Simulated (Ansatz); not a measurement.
# FePt: magnetic states

One table from this session's results is given with a row withheld; the runs are named, their logs left out.

Computed with Ansatz 0.2.0 (DFT PBE, scalar-relativistic, plane waves, PAW, unless a step's input says otherwise).

## The system as given

The structure is trigonal, space group R-3m (No. 166). Conventional cell: a = 2.668 Å, b = 2.668 Å, c = 13.072 Å, α = 90.00°, β = 90.00°, γ = 120.00°. Around Fe (site symmetry -3m) lie 6 Fe at 2.67 Å and 6 Pt at 2.67 Å. Pt (site symmetry -3m) is surrounded by 6 Fe at 2.67 Å and 6 Pt at 2.67 Å.

Coordinates:

```cif
data_structure
_symmetry_space_group_name_H-M 'P 1'
_symmetry_Int_Tables_number 1
_cell_length_a 4.6217
_cell_length_b 4.6217
_cell_length_c 4.6217
_cell_angle_alpha 33.557
_cell_angle_beta 33.557
_cell_angle_gamma 33.557
_cell_volume 26.87
loop_
_atom_site_label
_atom_site_type_symbol
_atom_site_fract_x
_atom_site_fract_y
_atom_site_fract_z
_atom_site_occupancy
Fe1 Fe 0.00000 0.00000 0.00000 1
Pt1 Pt 0.50000 0.50000 0.50000 1
```

The structure is invented: a known structure type filled with these elements, not a reported compound.

Set-up of the first run:

(A quick probe on a coarse mesh, which set the mesh and smearing, is not shown.)

Input file input.yaml:

```yaml
crystal:
  lattice:
    - [1.8867859018, 1.8867859018, 3.7735718036]
    - [1.8867859018, 3.7735718036, 1.8867859018]
    - [3.7735718036, 1.8867859018, 1.8867859018]
  atoms:
    - { symbol: Fe, position: [0.0, 0.0, 0.0], spin: 3.16 }
    - { symbol: Pt, position: [0.5, 0.5, 0.5], spin: 0.29 }
basis:
  ecutwfc: 420
kpoints:
  mp_grid: { grid: [12, 12, 12] }
hamiltonian:
  xc: pbe
scf:
  occupations: { method: gaussian, width: 0.1 }
output:
  forces: true
  stress: true
  eigenvalues: true
  populations: true
magnetization:
  spin_polarized: true
relax:
  adjacent_minimum: "off"
  f_tol: 0.05
  max_steps: 80
  cell: { stress_tol: 0.5 }
```

Launch:

```bash
$ ansatz run input.yaml --threads 1 --pin off --max-ram 2560MiB --backend cpu --events-out ev --progress --plain --runs-dir out
```

Among the steps run: Rough relaxation on the coarse mesh; Relaxing cell and atoms; Start: no spin polarisation; Start: ferromagnetic; Start: large parallel starting moments; Start: antiferromagnetic, doubled cell, propagation vector (0, 0, 1/2); Magnetic start: antiferromagnetic, doubled cell, propagation vector (0, 1/2, 1/2); Magnetic start: antiferromagnetic, doubled cell, propagation vector (1/2, 1/2, 1/2); Start: small parallel starting moments.

One table of the session follows, with a row left open; its other results are not shown here.

It belongs to the step «The magnetic starts in order of energy». 

```
                                                              start  energy above the lowest (meV/atom)  pressure (GPa)
                                                      ferromagnetic                                0.00             0.0
                                    large parallel starting moments                                0.00             0.0
                                    small parallel starting moments                                0.00             0.0
antiferromagnetic, doubled cell, propagation vector (1/2, 1/2, 1/2)                                   ?               ?
    antiferromagnetic, doubled cell, propagation vector (0, 0, 1/2)                                57.4            -1.4
  antiferromagnetic, doubled cell, propagation vector (0, 1/2, 1/2)                                 120            -0.5
                                                            no spin                                 367           -14.8
```

**Question.** Estimate the row for antiferromagnetic, doubled cell, propagation vector (1/2, 1/2, 1/2).

The run gave: energy above the lowest (meV/atom): 5.22; pressure (GPa): -1.1. In the column «energy above the lowest (meV/atom)» it lies between small parallel starting moments (0.00) and antiferromagnetic, doubled cell, propagation vector (0, 0, 1/2) (57.4).

Caveats from the session: Only these starts were tried, so a lower state is not ruled out.
